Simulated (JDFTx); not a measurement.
# ZnSe (Stilleite) (F-43m) in JDFTx: reference runs

Aim: a first look at ZnSe (Stilleite) with PBEsol, on the cell as given.

Program: JDFTx 1.7.0 (patched build). These are calculated values, not measurements. Logs are shortened: lines on timing, memory, paths and dates and some standing lists are left out, and cuts for length are marked. The log counts tension as positive stress, the text compression.

**Measured values to compare with.**

From “Alloy Disordering Effects on the Thermal Conductivity and Energy Gap Temperature Dependence of Cd1−xZnxSe Ternary Crystals Grown by the Bridgman Method”, 2023, pmc:10253836, for a bulk crystal of ZnSe at 300 K: band gap 2.695 ± 0.003 eV (an exciton energy, a little under the gap).

The runs below are set against these values where they give the same quantity.

**1. The crystal as given**

Symmetry: F-43m, No. 216, cubic system. Conventional cell: a = 5.668 Å, b = 5.668 Å, c = 5.668 Å, α = 90.00°, β = 90.00°, γ = 90.00°. Se (site symmetry -43m) has 4 Zn at 2.45 Å as nearest neighbours. Around Zn (site symmetry -43m) lie 4 Se at 2.45 Å.

**2. Single point, PBEsol**

Contents of ZnSe.in:

```
lattice \
    0.0000000000     5.3551058920     5.3551058920 \
    5.3551058920     0.0000000000     5.3551058920 \
    5.3551058920     5.3551058920     0.0000000000
coords-type Lattice
ion Se     0.7500000000     0.7500000000     0.7500000000 1
ion Zn     0.0000000000     0.0000000000     0.0000000000 1

ion-species pseudo/Se.upf
ion-species pseudo/Zn.upf
elec-cutoff 43 344
elec-ex-corr gga-PBEsol
kpoint-folding 8 8 8
elec-smearing Fermi 0.0018374661
elec-n-bands 25
electronic-SCF nIterations 100 energyDiffThreshold 1e-09
electronic-minimize nIterations 30 energyDiffThreshold 1e-7
converge-empty-states yes
forces-output-coords Cartesian

dump-name run.$VAR
dump End Ecomponents EigStats BandEigs Kpoints Forces Stress
```

Potentials or basis: PseudoDojo-SR-PBEsol-0.4.1-standard with smoothed tails.

The run is started by

```sh
$ jdftx -c 1 -i ZnSe.in -o ZnSe.out
```

Log:

```text
*************** JDFTx 1.7.0 (patched build) ***************

Input parsed successfully to the following command list (including defaults):
[... the input with its defaults ...]

---------- Setting up symmetries ----------

Found 48 point-group symmetries of the bravais lattice
Found 24 space-group symmetries with basis
Applied RMS atom displacement 0 bohrs to make symmetries exact.

---------- Initializing the Grid ----------
R =
[            0      5.35511      5.35511  ]
[      5.35511            0      5.35511  ]
[      5.35511      5.35511            0  ]
unit cell volume = 307.138
G =
[  -0.586654   0.586654   0.586654  ]
[   0.586654  -0.586654   0.586654  ]
[   0.586654   0.586654  -0.586654  ]
Minimum fftbox size, Smin = [  64  64  64  ]
Chosen fftbox size, S = [  64  64  64  ]

---------- Initializing tighter grid for wavefunction operations ----------
R =
[            0      5.35511      5.35511  ]
[      5.35511            0      5.35511  ]
[      5.35511      5.35511            0  ]
unit cell volume = 307.138
G =
[  -0.586654   0.586654   0.586654  ]
[   0.586654  -0.586654   0.586654  ]
[   0.586654   0.586654  -0.586654  ]
Minimum fftbox size, Smin = [  48  48  48  ]
Chosen fftbox size, S = [  48  48  48  ]

---------- Exchange Correlation functional ----------
Initalized PBEsol GGA exchange.
Initalized PBEsol GGA correlation.

---------- Setting up pseudopotentials ----------
Width of ionic core gaussian charges (only for fluid interactions / plotting) set to 0

Reading pseudopotential file 'pseudo/Se.upf':
  'Se' pseudopotential, 'PBESOL' functional
  Generated using ONCVPSP code by D. R. Hamann
  16 valence electrons, 3 orbitals, 6 projectors, 1001 radial grid points, with lMax = 2
    3D    l: 2   occupation: 10.0   eigenvalue: -1.952113
    4S    l: 0   occupation:  2.0   eigenvalue: -0.635470
    4P    l: 1   occupation:  4.0   eigenvalue: -0.239251
  Core radius for overlap checks: 1.83 bohrs.

Reading pseudopotential file 'pseudo/Zn.upf':
  'Zn' pseudopotential, 'PBESOL' functional
  Generated using ONCVPSP code by D. R. Hamann
  20 valence electrons, 4 orbitals, 6 projectors, 1001 radial grid points, with lMax = 2
    3S    l: 0   occupation:  2.0   eigenvalue: -4.737836
    3P    l: 1   occupation:  6.0   eigenvalue: -3.059602
    3D    l: 2   occupation: 10.0   eigenvalue: -0.373698
    4S    l: 0   occupation:  2.0   eigenvalue: -0.220431
  Core radius for overlap checks: 1.79 bohrs.

Initialized 2 species with 2 total atoms.

Folded 1 k-points by 8x8x8 to 512 k-points.

---------- Setting up k-points, bands, fillings ----------
Adding inversion symmetry to k-mesh for non-inversion-symmetric unit cell.
Reduced to 29 k-points under symmetry.
Computing the number of bands and number of electrons
Calculating initial fillings.
nElectrons:  36.000000   nBands: 25   nStates: 29

----- Setting up reduced wavefunction bases (one per k-point) -----
average nbasis = 4136.818 , ideal nbasis = 4136.479

---------- Setting up ewald sum ----------
Optimum gaussian width for ewald sums = 2.432196 bohr.
Real space sum over 1331 unit cells with max indices [  5  5  5  ]
Reciprocal space sum over 2197 terms with max indices [  6  6  6  ]

---------- Allocating electronic variables ----------
Initializing wave functions:  linear combination of atomic orbitals
Note: number of bands (25) exceeds available atomic orbitals (19)
Se pseudo-atom occupations:   s ( 2 )  p ( 4 )  d ( 10 )
Zn pseudo-atom occupations:   s ( 2 2 )  p ( 6 )  d ( 10 )
	FillingsUpdate:  mu: +0.361647346  nElectrons: 36.000000
LCAOMinimize: Iter:   0  F: -317.8352668787226207  |grad|_K:  1.908e-03  alpha:  1.000e+00
	FillingsUpdate:  mu: +0.344832987  nElectrons: 36.000000
LCAOMinimize: Iter:   1  F: -317.8547961706599949  |grad|_K:  2.847e-05  alpha:  5.851e-01  linmin: -1.039e-02  cgtest:  1.693e-02
LCAOMinimize: Encountered beta<0, resetting CG.
[... 4 lines of inner loops ...]
LCAOMinimize: Iter:   3  F: -317.8548032448496770  |grad|_K:  1.670e-07  alpha:  8.388e-01  linmin: -8.140e-05  cgtest:  6.765e-04
	FillingsUpdate:  mu: +0.344900039  nElectrons: 36.000000
LCAOMinimize: Iter:   4  F: -317.8548032450296432  |grad|_K:  8.317e-09  alpha:  7.122e-01  linmin:  1.497e-02  cgtest: -8.095e-02
LCAOMinimize: Converged (|Delta F|<1.000000e-06 for 2 iters).

-------- Electronic minimization -----------
Will mix electronic density at each iteration.
	FillingsUpdate:  mu: +0.344900039  nElectrons: 36.000000
	FillingsUpdate:  mu: +0.332877091  nElectrons: 36.000000
SCF: Cycle:  0   F: -317.922608839387749   dF: -6.781e-02   |Residual|: 8.924e-02   |deigs|: 1.341e-01
	FillingsUpdate:  mu: +0.326727221  nElectrons: 36.000000
SCF: Cycle:  1   F: -317.934389750505773   dF: -1.178e-02   |Residual|: 3.530e-02   |deigs|: 2.418e-02
	FillingsUpdate:  mu: +0.324688645  nElectrons: 36.000000
SCF: Cycle:  2   F: -317.935368470080732   dF: -9.787e-04   |Residual|: 9.128e-03   |deigs|: 8.244e-03
	FillingsUpdate:  mu: +0.325337131  nElectrons: 36.000000
SCF: Cycle:  3   F: -317.935383055391526   dF: -1.459e-05   |Residual|: 2.972e-03   |deigs|: 8.206e-04
	FillingsUpdate:  mu: +0.325907631  nElectrons: 36.000000
SCF: Cycle:  4   F: -317.935387561399978   dF: -4.506e-06   |Residual|: 7.384e-04   |deigs|: 1.089e-03
	FillingsUpdate:  mu: +0.325947273  nElectrons: 36.000000
SCF: Cycle:  5   F: -317.935387995426879   dF: -4.340e-07   |Residual|: 3.765e-04   |deigs|: 1.413e-04
	FillingsUpdate:  mu: +0.326038037  nElectrons: 36.000000
SCF: Cycle:  6   F: -317.935388147076992   dF: -1.517e-07   |Residual|: 7.820e-05   |deigs|: 1.000e-04
	FillingsUpdate:  mu: +0.326034729  nElectrons: 36.000000
SCF: Cycle:  7   F: -317.935388177922903   dF: -3.085e-08   |Residual|: 4.120e-05   |deigs|: 1.950e-05
	FillingsUpdate:  mu: +0.326037628  nElectrons: 36.000000
SCF: Cycle:  8   F: -317.935388188138916   dF: -1.022e-08   |Residual|: 2.174e-05   |deigs|: 1.616e-05
	FillingsUpdate:  mu: +0.326036909  nElectrons: 36.000000
SCF: Cycle:  9   F: -317.935388192038204   dF: -3.899e-09   |Residual|: 6.895e-06   |deigs|: 1.534e-05
	FillingsUpdate:  mu: +0.326036970  nElectrons: 36.000000
SCF: Cycle: 10   F: -317.935388193234814   dF: -1.197e-09   |Residual|: 3.587e-06   |deigs|: 1.200e-05
	FillingsUpdate:  mu: +0.326036776  nElectrons: 36.000000
SCF: Cycle: 11   F: -317.935388193675124   dF: -4.403e-10   |Residual|: 3.382e-06   |deigs|: 1.211e-05
	FillingsUpdate:  mu: +0.326036767  nElectrons: 36.000000
SCF: Cycle: 12   F: -317.935388193834967   dF: -1.598e-10   |Residual|: 7.954e-07   |deigs|: 5.678e-05
SCF: Converged (|Delta E|<1.000000e-09 for 2 iters).

Setting wave functions to eigenvectors of Hamiltonian
Converging empty states (this may take a while): |deigs|: 2.159e-04

# Stress tensor in Cartesian coordinates [Eh/a0^3]:
[  4.00174e-05            0            0  ]
[            0  4.00174e-05            0  ]
[            0            0  4.00174e-05  ]

# Ionic positions in lattice coordinates:
ion Se   0.750000000000000   0.750000000000000   0.750000000000000 1
ion Zn   0.000000000000000   0.000000000000000   0.000000000000000 1

# Forces in Cartesian coordinates:
force Se   0.000000000000000   0.000000000000000  -0.000000000000000 1
force Zn   0.000000000000000   0.000000000000000  -0.000000000000000 1

# Energy components:
   Eewald =     -164.3715648413457586
       EH =      124.8142783245057075
     Eloc =     -314.4326020445321888
      Enl =     -100.5249262442859077
      Exc =      -46.2265876752836107
 Exc_core =       12.1399417002026730
       KE =      170.6660725900147213
-------------------------------------
     Etot =     -317.9353881907243817
       TS =        0.0000000031105856
-------------------------------------
        F =     -317.9353881938349673

IonicMinimize: Iter:   0  F: -317.935388193834967  |grad|_K:  1.529e-36
IonicMinimize: Converged (|grad|_K<1.000000e-04).

#--- Lowdin population analysis ---
# oxidation-state Se -0.987
# oxidation-state Zn +1.205

Dumping 'run.eigStats' ...
	eMin: -4.287294 at state 0 ( [ +0.000000 +0.000000 +0.000000 ] spin 0 )
	HOMO: +0.303282 at state 0 ( [ +0.000000 +0.000000 +0.000000 ] spin 0 )
	mu  : +0.326037
	LUMO: +0.346266 at state 0 ( [ +0.000000 +0.000000 +0.000000 ] spin 0 )
	eMax: +0.868674 at state 17 ( [ +0.000000 +0.375000 +0.375000 ] spin 0 )
	HOMO-LUMO gap: +0.042983
	Optical gap  : +0.042983 at state 0 ( [ +0.000000 +0.000000 +0.000000 ] spin 0 )
Done!
[note: the Lowdin charges miss the electrons that lie outside the files' atomic orbitals]
[note: mu as printed may lie anywhere between the filled and the empty levels]
```

Run time: 57 s. Hardware: 1 thread of AMD EPYC 9R45 (Zen 5), shared host; peak memory 0.18 GiB.

What came out:

```
Free energy            : -8651.4626 eV
Pressure               : -1.2 GPa
Band gap on the k mesh : 1.17 eV, direct
```

Levels at points of the mesh, in eV from the valence-band top:
| k point | band 16 | band 17 | band 18 | band 19 | band 20 | band 21 |
| --- | --- | --- | --- | --- | --- | --- |
| (0.00, 0.00, 0.00) | 0.00 | 0.00 | 0.00 | 1.17 | 5.75 | 5.75 |
| (0.00, 0.00, 0.50) | -5.27 | -0.87 | -0.87 | 2.45 | 6.32 | 6.32 |
| (0.00, 0.50, 0.50) | -4.78 | -2.20 | -2.20 | 2.85 | 3.39 | 10.59 |

**3. Against experiment**

Step 2. Measured gap of ZnSe: 2.695 eV (an exciton energy, a little under the gap; 300 K; “Alloy Disordering Effects on the Thermal Conductivity and Energy Gap Temperature Dependence of Cd1−xZnxSe Ternary Crystals Grown by the Bridgman Method”, 2023, pmc:10253836). This calculation gives 1.17 eV (-1.53 eV). So large a miss can be the level of theory's own, or it may mean another phase, state or a wrong row. Spin-orbit coupling on Se is left out. The value is that of PBEsol, without temperature or zero-point motion. Semilocal functionals fall short of measured gaps as a rule.
